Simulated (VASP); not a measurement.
# Al (Fm-3m) in VASP: notebook

Aim: see how the results for Al move with the level of theory and the settings. Levels: PBE, PBE0. Tasks: single point, relaxation of cell and atoms.

Everything below comes from runs of VASP 6.6.1. Logs are shortened: lines on timing, memory, paths and dates and some standing lists are left out, and cuts for length are marked.

**1. Starting point**

Symmetry: Fm-3m, No. 225, cubic system. Conventional cell: a = 4.050 Å, b = 4.050 Å, c = 4.050 Å, α = 90.00°, β = 90.00°, γ = 90.00°. Al (site symmetry m-3m) is surrounded by 12 Al at 2.86 Å.

**2. Single point, PBE**

INCAR

```
SYSTEM = Al
ALGO = Normal
EDIFF = 1E-6
ENCUT = 520
GGA = PE
ISIF = 2
ISMEAR = 0
LASPH = .TRUE.
LCHARG = .FALSE.
LREAL = .FALSE.
LWAVE = .FALSE.
NBANDS = 8
NELM = 60
PREC = Accurate
SIGMA = 0.014
```

KPOINTS

```
k-points
0
G
  11 11 11
  0 0 0
```

POSCAR

```
Al
1.0
    0.0000000000      2.0248050000      2.0248050000
    2.0248050000      0.0000000000      2.0248050000
    2.0248050000      2.0248050000      0.0000000000
Al
1
Direct
    0.0000000000      0.0000000000      0.0000000000
```

Potentials or basis: VASP PAW PBE potentials, release 64 (Al).

Launch:

```console
$ cat potpaw_PBE.64/Al/POTCAR > POTCAR
$ mpirun -np 1 vasp_std > vasp.out
```

OUTCAR:

```text
SYSTEM = Al
   EDIFF = 1E-6
   ENCUT = 520
   GGA = PE
   ISIF = 2
   ISMEAR = 0
   LASPH = .TRUE.
   LREAL = .FALSE.
   NELM = 60
   PREC = Accurate

 ion  position               nearest neighbor table
   1  0.000  0.000  0.000-

  LATTYP: Found a face centered cubic cell.
 ALAT       =     4.0496100000

  Lattice vectors:

 A1 = (   0.0000000000,   2.0248050000,   2.0248050000)
 A2 = (   2.0248050000,   0.0000000000,   2.0248050000)
 A3 = (   2.0248050000,   2.0248050000,   0.0000000000)

Analysis of symmetry for initial positions (statically):
=====================================================================
 Subroutine PRICEL returns:
 Original cell was already a primitive cell.

 Routine SETGRP: Setting up the symmetry group for a
 face centered cubic supercell.

 Subroutine GETGRP returns: Found 48 space group operations
 (whereof 48 operations were pure point group operations)
 out of a pool of 48 trial point group operations.

The static configuration has the point symmetry O_h .

Analysis of symmetry for dynamics (positions and initial velocities):
=====================================================================
 Subroutine PRICEL returns:
 Original cell was already a primitive cell.

 Routine SETGRP: Setting up the symmetry group for a
 face centered cubic supercell.

 Subroutine GETGRP returns: Found 48 space group operations
 (whereof 48 operations were pure point group operations)
 out of a pool of 48 trial point group operations.

The dynamic configuration has the point symmetry O_h .

 Subroutine INISYM returns: Found 48 space group operations
 (whereof 48 operations are pure point group operations),
 and found     1 'primitive' translations

----------------------------------------------------------------------------------------

                                     Primitive cell

  volume of cell :      16.6027

  direct lattice vectors                    reciprocal lattice vectors
     0.000000000  2.024805000  2.024805000    -0.246937359  0.246937359  0.246937359
     2.024805000  0.000000000  2.024805000     0.246937359 -0.246937359  0.246937359
     2.024805000  2.024805000  0.000000000     0.246937359  0.246937359 -0.246937359

  length of vectors
     2.863506692  2.863506692  2.863506692     0.427708053  0.427708053  0.427708053

  position of ions in fractional coordinates (direct lattice)
     0.000000000  0.000000000  0.000000000

  ion indices of the primitive-cell ions
   primitive index   ion index
                 1           1

----------------------------------------------------------------------------------------

 KPOINTS: k-points

Automatic generation of k-mesh.
 Grid dimensions read from file:
 generate k-points for:   11   11   11

 Generating k-lattice:

  Cartesian coordinates                     Fractional coordinates (reciprocal lattice)
    -0.022448851  0.022448851  0.022448851     0.090909091  0.000000000  0.000000000
     0.022448851 -0.022448851  0.022448851     0.000000000  0.090909091  0.000000000
     0.022448851  0.022448851 -0.022448851     0.000000000  0.000000000  0.090909091

  Length of vectors
     0.038882550  0.038882550  0.038882550

  Shift w.r.t. Gamma in fractional coordinates (k-lattice)
     0.000000000  0.000000000  0.000000000

 Subroutine IBZKPT returns following result:
 ===========================================

 Found     56 irreducible k-points:

 Following reciprocal coordinates:
            Coordinates               Weight
  0.000000  0.000000  0.000000      1.000000
  0.090909  0.000000  0.000000      8.000000
  0.181818  0.000000  0.000000      8.000000
  0.272727  0.000000  0.000000      8.000000
  0.363636  0.000000  0.000000      8.000000
  0.454545  0.000000  0.000000      8.000000
[... 16 lines left out ...]
 -0.272727  0.181818  0.000000     24.000000
 -0.181818  0.181818  0.000000     12.000000
 [... further k-points ...]
   k-points           NKPTS =     56   k-points in BZ     NKDIM =     56   number of bands    NBANDS=      8
   number of dos      NEDOS =    301   number of ions     NIONS =      1
   total plane-waves  NPLWV =  13824
   dimension x,y,z NGX =    24 NGY =   24 NGZ =   24
   dimension x,y,z NGXF=    48 NGYF=   48 NGZF=   48
   ions per type =               1
   NGX,Y,Z   is equivalent  to a cutoff of  13.93, 13.93, 13.93 a.u.
   NGXF,Y,Z  is equivalent  to a cutoff of  27.87, 27.87, 27.87 a.u.
 SYSTEM =  Al
   PREC   = accura    normal or accurate (medium, high low for compatibility)
   ISTART =      0    job   : 0-new  1-cont  2-samecut
   ICHARG =      2    charge: 1-file 2-atom 10-const
   ISPIN  =      1    spin polarized calculation?
   LNONCOLLINEAR =      F non collinear calculations
   LSORBIT =      F    spin-orbit coupling
   LASPH  =      T    aspherical Exc in radial PAW
   ENCUT  =  520.0 eV  38.22 Ry    6.18 a.u.   5.32  5.32  5.32*2*pi/ulx,y,z
   NELM   =     60;   NELMIN=  2; NELMDL= -5     # of ELM steps
   EDIFF  = 0.1E-05   stopping-criterion for ELM
   LREAL  =      F    real-space projection
   EDIFFG = 0.1E-04   stopping-criterion for IOM
   NSW    =      0    number of steps for IOM
   IBRION =     -1    ionic relax: 0-MD 1-quasi-New 2-CG
   NFREE  =      0    steps in history (QN), initial steepest desc. (CG)
   ISIF   =      2    stress and relaxation
   ISYM   =      2    0-nonsym 1-usesym 2-fastsym
   POTIM  = 0.5000    time-step for ionic-motion
   TEBEG  =    0.0;   TEEND  =   0.0 temperature during run
   PSTRESS=    0.0 pullay stress
   NELECT =       3.0000    total number of electrons
   NUPDOWN=      -1.0000    fix difference up-down
   EMIN   =  10.00;   EMAX   =-10.00  energy-range for DOS
   EFERMI =   0.00;   METHOD = LEGACY
   ISMEAR =     0;   SIGMA  =   0.01  broadening in eV -4-tet -1-fermi 0-gaus
   EFERMI_NEDOS =   21; number of points for ismear=-14 and -15
   IALGO  =     38    algorithm
   IMIX   =      4    mixing-type and parameters
     AMIX     =   0.40;   BMIX     =  1.00
     AMIX_MAG =   1.60;   BMIX_MAG =  1.00
  volume/ion in A,a.u.               =      16.60       112.04
  Fermi-wavevector in a.u.,A,eV,Ry     =   0.925526  1.748991 11.654733  0.856599
  Thomas-Fermi vector in A             =   2.051390
   LORBIT       =      0    0 simple, 1 ext, 2 COOP (PROOUT), +10 PAW based schemes
   GGA     = PE    functional components
   LHFCALC =     F    Hartree Fock is set to
   AEXX    =    0.0000 exact exchange contribution
   IVDW    =     0    specifies the selected vdW correction
   LEPSILON=     F    determine dielectric tensor
   LRPA    =     F    only Hartree local field effects (RPA)
 non-spin polarized calculation
 Gauss-broadening in eV      SIGMA  =   0.01
  energy-cutoff  :      520.00
  volume of cell :       16.60
 maximum number of plane-waves:       459
 NGX is ok and might be reduce to    24
   NGX = 11   NGY = 11   NGZ = 11

 number of electron       3.0000000 magnetization

 Free energy of the ion-electron system (eV)
  ---------------------------------------------------
  ext. energy  EPLUGINS =         0.00000000
  ---------------------------------------------------
  free energy    TOTEN  =        -3.75258982 eV

  energy without entropy =       -3.75237638  energy(sigma->0) =       -3.75248310

 E-fermi :   7.9588     XC(G=0): -10.1746

 val. band max:        7.9411742053   @ k =  -0.4545   0.3636   0.0000
 cond. band min:       7.9680235944   @ k =   0.4545   0.1818   0.0909
 fundamental gap:      0.0268493891
 Fermi energy:         7.9587755089

 k-point     1 :       0.0000    0.0000    0.0000
  band No.  band energies     occupation
      1      -3.1566      2.00000
      2      20.5197      0.00000
      3      20.5197      0.00000
      4      20.5197      0.00000
      5      21.9646      0.00000
      6      21.9646      0.00000
      7      21.9646      0.00000
      8      24.3551      0.00000

 k-point     2 :       0.0909    0.0000    0.0000
  band No.  band energies     occupation
      1      -2.9329      2.00000
      2      17.5986      0.00000
      3      19.8714      0.00000
      4      19.8714      0.00000
      5      22.6424      0.00000
      6      22.9511      0.00000
      7      22.9511      0.00000
      8      26.1755      0.00000

 k-point     3 :       0.1818    0.0000    0.0000
  band No.  band energies     occupation
      1      -2.2641      2.00000
      2      13.9562      0.00000
      3      19.1379      0.00000
      4      19.1379      0.00000
      5      22.4109      0.00000
      6      23.7738      0.00000
      7      23.7738      0.00000
      8      25.2901      0.00000

 k-point     4 :       0.2727    0.0000    0.0000
  band No.  band energies     occupation
      1      -1.1562      2.00000
      2      10.5340      0.00000
      3      18.7291      0.00000
      4      18.7291      0.00000
      5      22.1997      0.00000
      6      22.2322      0.00000
      7      22.2322      0.00000
      8      26.2196      0.00000

 k-point     5 :       0.3636    0.0000    0.0000
  band No.  band energies     occupation
      1       0.3808      2.00000
      2       7.4337      2.00000
      3      18.6850      0.00000
      4      18.6850      0.00000
      5      20.8044      0.00000
      6      20.8044      0.00000
      7      22.2711      0.00000
      8      24.7325      0.00000
[... 177 lines left out ...]
 k-point    22 :      -0.3636    0.1818    0.0000
  band No.  band energies     occupation
      1       2.4035      2.00000
      2       6.2941      2.00000
      3      12.5983      0.00000
      4      16.9583      0.00000
      5      18.8522      0.00000
      6      23.3352      0.00000
      7      25.9461      0.00000
      8      28.8949      0.00000

 k-point    23 :      -0.2727    0.1818    0.0000
  band No.  band energies     occupation
      1       0.5987      2.00000
      2       9.0784      0.00000
      3      12.4608      0.00000
      4      18.1722      0.00000
      5      20.1506      0.00000
      6      23.1104      0.00000
      7      25.5017      0.00000
      8      26.0370      0.00000

 k-point    24 :      -0.1818    0.1818    0.0000
  band No.  band energies     occupation
      1      -0.7888      2.00000
      2      11.7509      0.00000
      3      13.1864      0.00000
      4      19.7503      0.00000
      5      21.7725      0.00000
      6      22.8293      0.00000
      7      23.9311      0.00000
      8      24.8730      0.00000

 [... further k-points ...]

------------------------ aborting loop because EDIFF is reached ----------------------------------------

  FORCE on cell =-STRESS in cart. coord.  units (eV):
  Direction    XX          YY          ZZ          XY          YZ          ZX
  --------------------------------------------------------------------------------------
  -------------------------------------------------------------------------------------
  Total       -0.0569343     -0.0569343     -0.0569343     -0.0000000      0.0000000     -0.0000000
  in kB       -5.4942062     -5.4942062     -5.4942062     -0.0000000      0.0000000     -0.0000000
  external PRESSURE =      -5.4942062 kB  Pullay stress =       0.0000000 kB

 VOLUME and BASIS-vectors are now :
 -----------------------------------------------------------------------------
  energy-cutoff  :      520.00
  volume of cell :       16.60
      direct lattice vectors                 reciprocal lattice vectors
     0.000000000  2.024805000  2.024805000    -0.246937359  0.246937359  0.246937359
     2.024805000  0.000000000  2.024805000     0.246937359 -0.246937359  0.246937359
     2.024805000  2.024805000  0.000000000     0.246937359  0.246937359 -0.246937359

 POSITION                                       TOTAL-FORCE (eV/Angst)
 -----------------------------------------------------------------------------------
      0.00000      0.00000      0.00000         0.000000      0.000000      0.000000
 -----------------------------------------------------------------------------------
    total drift:                               -0.000000      0.000000      0.000000

  FREE ENERGIE OF THE ION-ELECTRON SYSTEM (eV)
  ---------------------------------------------------
  free  energy   TOTEN  =        -3.7525898170 eV

  energy  without entropy=       -3.7523763776  energy(sigma->0) =       -3.75248310
```

It took 6.5 s on 1 thread of Intel Xeon Platinum 8375C at 2.90GHz (Ice Lake), shared host; peak memory 0.12 GiB.

What came out:

```yaml
Free_energy: -3.7526 eV
Pressure: -0.5 GPa
Band_gap_on_the_k_mesh: none (metal or under the smearing width)
```

**3. Relaxation of cell and atoms, PBE0**

POSCAR is that of step 2.

INCAR.step1

```
PREC     = Accurate       # precision mode
ENCUT    = 600            # plane-wave cutoff, eV
EDIFF    = 1E-5           # SCF threshold, eV
ISMEAR   = -1             # smearing method
SIGMA    = 0.05           # smearing width, eV
LREAL    = F              # projectors in reciprocal space
LASPH    = T              # aspherical terms in the spheres
NELM     = 80             # most SCF steps
ALGO     = Normal         # electronic algorithm
LWAVE    = T              # write WAVECAR
LCHARG   = F              # write CHGCAR
GGA      = PE             # functional
```

INCAR.step2

```
PREC     = Accurate       # precision mode
ENCUT    = 600            # plane-wave cutoff, eV
EDIFF    = 1E-6           # SCF threshold, eV
ISMEAR   = -1             # smearing method
SIGMA    = 0.05           # smearing width, eV
LREAL    = F              # projectors in reciprocal space
LASPH    = T              # aspherical terms in the spheres
NELM     = 80             # most SCF steps
ALGO     = Normal         # electronic algorithm
ISIF     = 3              # what is computed and relaxed
LWAVE    = F              # write WAVECAR
LCHARG   = F              # write CHGCAR
GGA      = PE             # functional
LHFCALC  = T              # exact exchange
AEXX     = 0.25           # exact-exchange fraction
PRECFOCK = Fast         
HFRCUT   = -1           
IBRION   = 2              # ionic algorithm
NSW      = 40             # ionic steps
EDIFFG   = -0.01          # ionic threshold
ISTART   = 1
```

KPOINTS

```
Automatic mesh
0
Gamma
  6 6 6
```

Potentials or basis: VASP PAW PBE potentials, release 64 (Al).

Launch:

```console
$ cat potpaw_PBE.64/Al/POTCAR > POTCAR
$ cp INCAR.step1 INCAR
$ mpirun -np 1 vasp_std > vasp.out
$ cp INCAR.step2 INCAR
$ mpirun -np 1 vasp_std > vasp.out
```

OUTCAR:

```text
PREC = Accurate
   ENCUT = 600
   EDIFF = 1E-6
   ISMEAR = -1
   LREAL = F
   LASPH = T
   NELM = 80
   ISIF = 3
   GGA = PE
   LHFCALC = T
   AEXX = 0.25
   PRECFOCK = Fast
   IBRION = 2
   NSW = 40
   EDIFFG = -0.01
   ISTART = 1

 ion  position               nearest neighbor table
   1  0.000  0.000  0.000-

  LATTYP: Found a face centered cubic cell.
 ALAT       =     4.0496100000

  Lattice vectors:

 A1 = (   0.0000000000,   2.0248050000,   2.0248050000)
 A2 = (   2.0248050000,   0.0000000000,   2.0248050000)
 A3 = (   2.0248050000,   2.0248050000,   0.0000000000)

Analysis of symmetry for initial positions (statically):
[... 175 lines left out ...]
  FORCE on cell =-STRESS in cart. coord.  units (eV):
  Direction    XX          YY          ZZ          XY          YZ          ZX
  --------------------------------------------------------------------------------------
  -------------------------------------------------------------------------------------
  Total       -0.1520242     -0.1520242     -0.1520242      0.0000000      0.0000000      0.0000000
  in kB      -14.6704628    -14.6704628    -14.6704628      0.0000000      0.0000000      0.0000000
  external PRESSURE =     -14.6704628 kB  Pullay stress =       0.0000000 kB
[... 57 lines left out ...]
--------------------------------------- Ionic step        3  -------------------------------------------

 number of electron       3.0000000 magnetization

 Free energy of the ion-electron system (eV)
  ---------------------------------------------------
  ext. energy  EPLUGINS =         0.00000000
  ---------------------------------------------------
  free energy    TOTEN  =        -4.47465580 eV

  energy without entropy =       -4.47050568  energy(sigma->0) =       -4.47258074

 E-fermi :   8.7113     XC(G=0):  -8.0559

 val. band max:        7.1925422734   @ k =  -0.3333   0.5000   0.1667
 cond. band min:       8.7313075712   @ k =  -0.3333   0.3333   0.0000
 fundamental gap:      1.5387652979
 Fermi energy:         8.7112851182

 k-point     1 :       0.0000    0.0000    0.0000
  band No.  band energies     occupation
      1      -5.3558      2.00000
      2      22.2911      0.00000
      3      22.2911      0.00000
      4      22.2911      0.00000
      5      23.9034      0.00000
[... 146 lines left out ...]
  FREE ENERGIE OF THE ION-ELECTRON SYSTEM (eV)
  ---------------------------------------------------
  free  energy   TOTEN  =        -4.4746558006 eV

  energy  without entropy=       -4.4705056800  energy(sigma->0) =       -4.47258074

 reached required accuracy - stopping structural energy minimisation
```

OUTCAR.step1:

```text
PREC = Accurate
   ENCUT = 600
   EDIFF = 1E-5
   ISMEAR = -1
   LREAL = F
[... 332 lines left out ...]

 POSITION                                       TOTAL-FORCE (eV/Angst)
 -----------------------------------------------------------------------------------
      0.00000      0.00000      0.00000        -0.000000     -0.000000     -0.000000
 -----------------------------------------------------------------------------------
    total drift:                               -0.000000      0.000000      0.000000

  FREE ENERGIE OF THE ION-ELECTRON SYSTEM (eV)
  ---------------------------------------------------
  free  energy   TOTEN  =        -3.8136037381 eV

  energy  without entropy=       -3.8090446300  energy(sigma->0) =       -3.81132418
```

Run time: 70 s. Hardware: 1 thread of Intel Xeon Platinum 8375C at 2.90GHz (Ice Lake), shared host; peak memory 0.14 GiB.

What came out:

- Free energy: -4.4747 eV
- Relaxed volume: 16.31 Å³/atom
- Relaxed cell: a = 2.847 Å, b = 2.847 Å, c = 2.847 Å, α = 60.00°, β = 60.00°, γ = 60.00°
- Space group after relaxing (to 0.05 Å): Fm-3m (No. 225)
- Energy gained by relaxing: 1.4 meV/atom
- Ionic steps: 3
- Pressure after relaxing: 0.0 GPa
- Band gap on the k mesh: none (metal or under the smearing width)

The path:
| step | energy change (eV) | largest force (eV/Å) | pressure (GPa) | volume (Å³) |
| --- | --- | --- | --- | --- |
| 1 | 0.0000 | 0.0000 | -1.47 | 16.60 |
| 2 | -0.0013 | 0.0000 | 0.36 | 16.24 |
| 3 | -0.0014 | 0.0000 | 0.02 | 16.31 |

Final structure:
```cif
data_structure
_symmetry_space_group_name_H-M 'P 1'
_symmetry_Int_Tables_number 1
_cell_length_a 2.8466
_cell_length_b 2.8466
_cell_length_c 2.8466
_cell_angle_alpha 60.000
_cell_angle_beta 60.000
_cell_angle_gamma 60.000
_cell_volume 16.31
loop_
_atom_site_label
_atom_site_type_symbol
_atom_site_fract_x
_atom_site_fract_y
_atom_site_fract_z
_atom_site_occupancy
Al1 Al 0.00000 0.00000 0.00000 1
```

Caveat: the k mesh is coarse (spacing up to 0.45 Å⁻¹), so the values aren't converged, least of all with exact exchange; the PAW data sets were made with another functional, which shifts forces and pressure a little.
